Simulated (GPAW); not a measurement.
# AlRu (Pm-3m) in GPAW: reference runs

How does AlRu come out in PBE? The cell is run as given and disturbed.

Everything below comes from runs of GPAW 26.7.0. Logs are shortened: lines on timing, memory, paths and dates and some standing lists are left out, and cuts for length are marked. The log counts tension as positive stress, the text compression.

## (1) Starting point

Symmetry: Pm-3m, No. 221, cubic system. The conventional cell has a = 2.992 Å, b = 2.992 Å, c = 2.992 Å, α = 90.00°, β = 90.00°, γ = 90.00°. Ru (site symmetry m-3m) has 8 Al at 2.59 Å as nearest neighbours. Al (site symmetry m-3m) is surrounded by 8 Ru at 2.59 Å.

## (2) Single point, PBE

run.py reads:

```python
from ase import Atoms
from ase.dft.bandgap import bandgap
from ase.io import write
from ase.units import GPa
from gpaw import GPAW, PW

atoms = Atoms(['Ru', 'Al'],
              cell=[[2.9916, 0.0, 0.0],
                    [0.0, 2.9916, 0.0],
                    [0.0, 0.0, 2.9916]],
              scaled_positions=[[0.5, 0.5, 0.5],
                                [0.0, 0.0, 0.0]],
              pbc=True)

calc = GPAW(mode=PW(600),
            xc='PBE',
            kpts={'size': (9, 9, 9), 'gamma': True},
            occupations={'name': 'fermi-dirac', 'width': 0.05},
            nbands=20,
            convergence={'density': 1e-05, 'energy': 1e-05},
            maxiter=150,
            txt='gpaw.txt')
atoms.calc = calc
energy = atoms.get_potential_energy()
forces = atoms.get_forces()
stress = atoms.get_stress()
calc.write('gs.gpw')
write('result.traj', atoms)
print(f'Energy: {energy:.6f} eV')
print('Forces (eV/A):')
print(forces.round(4))
print('Stress (GPa):', (stress / GPa).round(3))
print('Fermi level:', round(calc.get_fermi_level(), 4), 'eV')
print(f'Gap: {bandgap(calc)[0]:.4f} eV, direct: {bandgap(calc, direct=True)[0]:.4f} eV')
```

Potentials or basis: GPAW PAW data sets (gpaw-data 1.2.1), pw.

On the command line:

```bash
OMP_NUM_THREADS=1 python run.py
```

gpaw.txt:

```text
__  _  _
 | _ |_)|_||  |
 |__||  | ||/\| - 26.7.0

Input parameters:
  mode=PW(ecut=600.0),
  convergence={'density': 1e-05, 'energy': 1e-05},
  kpts=MonkhorstPack(size=(9, 9, 9), gamma=True),
  maxiter=150,
  nbands=20,
  occupations=Occupations(name='fermi-dirac', width=0.05),
  xc=XC(name='PBE')

Diagonalizing LCAO Hamiltonian
Converting LCAO to pw mode
   .------.
  /|      |
 * |      |
 | |  Ru  |
 | .------.
 |/      /
 Al-----*

Atoms  # Å, Bohr magnetons
|   | symbol |        x |        y |        z |    initial magnetic moments |
|---|--------|----------|----------|----------|-----------------------------|
| 0 |     Ru | 1.495800 | 1.495800 | 1.495800 | ( 0.0000,  0.0000,  0.0000) |
| 1 |     Al | 0.000000 | 0.000000 | 0.000000 | ( 0.0000,  0.0000,  0.0000) |

Unit cell  # Å
| periodic |        x |        y |        z |  lengths |    angles |
|----------|----------|----------|----------|----------|-----------|
|      yes | 2.991600 | 0.000000 | 0.000000 | 2.991600 | 90.000000 |
|      yes | 0.000000 | 2.991600 | 0.000000 | 2.991600 | 90.000000 |
|      yes | 0.000000 | 0.000000 | 2.991600 | 2.991600 | 90.000000 |

Number of symmetries: 48
Symmetry operations  # r_c * U_cc + t_c -> r_c
|    | kind |            matrix            |
|----|------|------------------------------|
|  0 |  E   |  1, 0, 0,  0, 1, 0,  0, 0, 1 |
|  1 |  σ   |  1, 0, 0,  0, 1, 0,  0, 0,-1 |
|  2 |  σ   |  1, 0, 0,  0, 0, 1,  0, 1, 0 |
|  3 |  C4  |  1, 0, 0,  0, 0, 1,  0,-1, 0 |
|  4 |  C4  |  1, 0, 0,  0, 0,-1,  0, 1, 0 |
|  5 |  σ   |  1, 0, 0,  0, 0,-1,  0,-1, 0 |
|  6 |  σ   |  1, 0, 0,  0,-1, 0,  0, 0, 1 |
|  7 |  C2  |  1, 0, 0,  0,-1, 0,  0, 0,-1 |
|  8 |  σ   |  0, 1, 0,  1, 0, 0,  0, 0, 1 |
|  9 |  C2  |  0, 1, 0,  1, 0, 0,  0, 0,-1 |
| 10 |  C3  |  0, 1, 0,  0, 0, 1,  1, 0, 0 |
| 11 |  S6  |  0, 1, 0,  0, 0, 1, -1, 0, 0 |
| 12 |  S6  |  0, 1, 0,  0, 0,-1,  1, 0, 0 |
| 13 |  C3  |  0, 1, 0,  0, 0,-1, -1, 0, 0 |
| 14 |  C4  |  0, 1, 0, -1, 0, 0,  0, 0, 1 |
| 15 |  S4  |  0, 1, 0, -1, 0, 0,  0, 0,-1 |
| 16 |  C3  |  0, 0, 1,  1, 0, 0,  0, 1, 0 |
| 17 |  S6  |  0, 0, 1,  1, 0, 0,  0,-1, 0 |
| 18 |  σ   |  0, 0, 1,  0, 1, 0,  1, 0, 0 |
| 19 |  C4  |  0, 0, 1,  0, 1, 0, -1, 0, 0 |
| 20 |  C2  |  0, 0, 1,  0,-1, 0,  1, 0, 0 |
| 21 |  S4  |  0, 0, 1,  0,-1, 0, -1, 0, 0 |
| 22 |  S6  |  0, 0, 1, -1, 0, 0,  0, 1, 0 |
| 23 |  C3  |  0, 0, 1, -1, 0, 0,  0,-1, 0 |
| 24 |  S6  |  0, 0,-1,  1, 0, 0,  0, 1, 0 |
| 25 |  C3  |  0, 0,-1,  1, 0, 0,  0,-1, 0 |
| 26 |  C4  |  0, 0,-1,  0, 1, 0,  1, 0, 0 |
| 27 |  σ   |  0, 0,-1,  0, 1, 0, -1, 0, 0 |
| 28 |  S4  |  0, 0,-1,  0,-1, 0,  1, 0, 0 |
| 29 |  C2  |  0, 0,-1,  0,-1, 0, -1, 0, 0 |
| 30 |  C3  |  0, 0,-1, -1, 0, 0,  0, 1, 0 |
| 31 |  S6  |  0, 0,-1, -1, 0, 0,  0,-1, 0 |
| 32 |  C4  |  0,-1, 0,  1, 0, 0,  0, 0, 1 |
| 33 |  S4  |  0,-1, 0,  1, 0, 0,  0, 0,-1 |
| 34 |  S6  |  0,-1, 0,  0, 0, 1,  1, 0, 0 |
| 35 |  C3  |  0,-1, 0,  0, 0, 1, -1, 0, 0 |
| 36 |  C3  |  0,-1, 0,  0, 0,-1,  1, 0, 0 |
| 37 |  S6  |  0,-1, 0,  0, 0,-1, -1, 0, 0 |
| 38 |  σ   |  0,-1, 0, -1, 0, 0,  0, 0, 1 |
| 39 |  C2  |  0,-1, 0, -1, 0, 0,  0, 0,-1 |
| 40 |  σ   | -1, 0, 0,  0, 1, 0,  0, 0, 1 |
| 41 |  C2  | -1, 0, 0,  0, 1, 0,  0, 0,-1 |
| 42 |  C2  | -1, 0, 0,  0, 0, 1,  0, 1, 0 |
| 43 |  S4  | -1, 0, 0,  0, 0, 1,  0,-1, 0 |
| 44 |  S4  | -1, 0, 0,  0, 0,-1,  0, 1, 0 |
| 45 |  C2  | -1, 0, 0,  0, 0,-1,  0,-1, 0 |
| 46 |  C2  | -1, 0, 0,  0,-1, 0,  0, 0, 1 |
| 47 |  i   | -1, 0, 0,  0,-1, 0,  0, 0,-1 |
[... 65 lines left out ...]

    Using partial waves for Ru as LCAO basis

  Al:
    name:    Aluminium
    Z:       13.0
    valence: 3
    core:    10
    charge:  0.0  # [|e|]
    compensation charges:
      type: gauss
      rc: 0.34  # [Å]
      lmax: 2
    cutoffs:
      filter: 1.91  # [Å]
      core: 2.36  # [Å]
    projectors
    | kind |    occ | energy [eV] | rcut [Å] |
    |------|--------|-------------|----------|
    |   3s |  2.000 |      -7.753 |    1.085 |
    |   3p |  1.000 |      -2.712 |    1.085 |
    |    s |        |      19.459 |    1.085 |
    |    p |        |      24.499 |    1.085 |
    |    d |        |       0.000 |    1.085 |

    Using partial waves for Al as LCAO basis

Reference energy: -129848.548248  # eV

eigensolver:
  PPCG
  Converge bands: occupied
  niter=2

density mixing:
  MSR1-Mixer
  Pratt-step length: 0.05
  Maximum mixing coefficient: 0.75
  Old densities: 10
  SVD Regularization: 0.005
  Good broyden scale: 1.0
  Trust region scale: 1.0
  Backstep threshold: 4.0
  History deletion threshold: 6.0
  Fourier metric: weight=20.0, sigma=0.015

occupation numbers:
  Fermi-Dirac:
    width: 0.0500  # eV

poisson solver:
  ecut: 4800.0  # eV

xc functional:
  name: PBE with 2 nearest neighbor stencil

convergence criteria:
- Maximum integral of absolute [dens]ity change: 1e-05 electrons / valence electron
- Maximum [total energy] change in last 3 cyles: 1e-05 eV / valence electron
- Maximum integral of absolute [eigenst]ate change: 4e-08 eV^2 / valence electron
maximum number of iterations: 150

SCF iterations
|iter     | |      energy | eigst |  dens |
|---------|-|-------------|-------|-------|
|iter:   1| |  -15.312967 | +0.38 |       |
|iter:   2| |  -15.022450 | -2.57 | -1.02 |
|iter:   3| |  -14.443761 | -1.77 | -1.08 |
|iter:   4| |  -14.437596 | -3.60 | -1.73 |
|iter:   5| |  -14.437830 | -3.40 | -1.92 |
|iter:   6| |  -14.437907 | -5.02 | -2.81 |
|iter:   7| |  -14.437948c| -5.62 | -3.26 |
|iter:   8| |  -14.437950c| -7.86c| -4.14 |
|iter:   9| |  -14.437950c| -7.62c| -4.68 |
|iter:  10| |  -14.437950c| -8.55c| -5.75c|

Converged in 10 steps
Energy contributions relative to reference atoms: (reference = -129848.548248)

Energy contributions:
  Kinetic:           5.499127
  Coulomb:          -5.608765
  Zero:             -0.214879
  External:          0.000000
  Xc:              -14.105806
  Entropy:          -0.015254
  Spinorbit:         0.000000
  ----------------------------
  Free energy:     -14.445577
  Extrapolated:    -14.437950

dipole moment: (-5.107077, -5.107077, -5.107077)  # |e|*Ang

Fermi level: 10.420
Eigenvalues  # (at kpt = [0.000, 0.000, 0.000])
| band index |      eig [eV] | occ [0-2] |
|------------|---------------|-----------|
|          0 |       -61.320 |     2.000 |
|          1 |       -31.300 |     2.000 |
|          2 |       -31.300 |     2.000 |
|          3 |       -31.300 |     2.000 |
|          4 |         0.839 |     2.000 |
|          5 |         6.937 |     2.000 |
|          6 |         6.937 |     2.000 |
|          7 |        10.658 |     0.017 |
|          8 |        10.658 |     0.017 |
|          9 |        10.658 |     0.017 |
|         10 |        16.587 |     0.000 |
|         11 |        16.587 |     0.000 |
|         12 |        16.587 |     0.000 |
|         13 |        21.425 |     0.000 |
|         14 |        21.425 |     0.000 |
|        ... |               |           |
|         19 |        32.158 |     0.000 |

No gap
No difference between direct/indirect transitions

Forces  # eV/Ang
|       x |       y |       z |
|---------|---------|---------|
| 0.00000 | 0.00000 | 0.00000 |  # Ru   0
| 0.00000 | 0.00000 | 0.00000 |  # Al   1

Stress tensor  # eV/Ang^3
|         x |         y |         z |
|-----------|-----------|-----------|
| -0.020003 |  0.000000 |  0.000000 |
|  0.000000 | -0.020003 |  0.000000 |
|  0.000000 |  0.000000 | -0.020003 |

# Writing to gs.gpw (mode='')
```

Run time: 23 s. Hardware: 1 thread of Intel Xeon Platinum 8259CL at 2.50GHz (Skylake/Cascade Lake), shared host; peak memory 0.15 GiB.

Results:

* Free energy: -14.4456 eV
* Pressure: 3.2 GPa
* Band gap on the k mesh: none (metal or under the smearing width)

## (3) Single point, PBE (atoms moved at random, drawn with an rms of 0.05 Å)

Edit run.py of step 2 so:

```diff
@@ -10,4 +10,4 @@
                     [0.0, 0.0, 2.9916]],
-              scaled_positions=[[0.5, 0.5, 0.5],
-                                [0.0, 0.0, 0.0]],
+              scaled_positions=[[0.497003, 0.511017, 0.487802],
+                                [-0.004324, -0.00883, 0.010019]],
               pbc=True)
```

Potentials or basis: GPAW PAW data sets (gpaw-data 1.2.1), pw.

On the command line:

```bash
OMP_NUM_THREADS=1 python run.py
```

It took 2.6 min on 1 thread of Intel Xeon Platinum 8259CL at 2.50GHz (Skylake/Cascade Lake), shared host; peak memory 0.31 GiB.

Results (log left out):

```
Free energy            : -14.4137 eV
Pressure               : 3.8 GPa
Largest force          : 0.718 eV/Å
Band gap on the k mesh : none (metal or under the smearing width)
```

Forces in eV/Å, atoms in the order of the input:
```
Ru  -0.032 -0.478  0.534
Al   0.032  0.479 -0.534
```

Stress tensor (GPa, compression positive):
```
 4.06  0.04 -0.04
 0.04  3.75 -0.63
-0.04 -0.63  3.67
```

Levels at points of the mesh, in eV from the Fermi level:
```tsv
k point	band 6	band 7	band 8	band 9	band 10	band 11	band 12	band 13	band 14	band 15
(0.00, 0.00, 0.00)	-3.49	-3.49	0.22	0.24	0.24	6.17	6.18	6.20	11.02	11.02
```
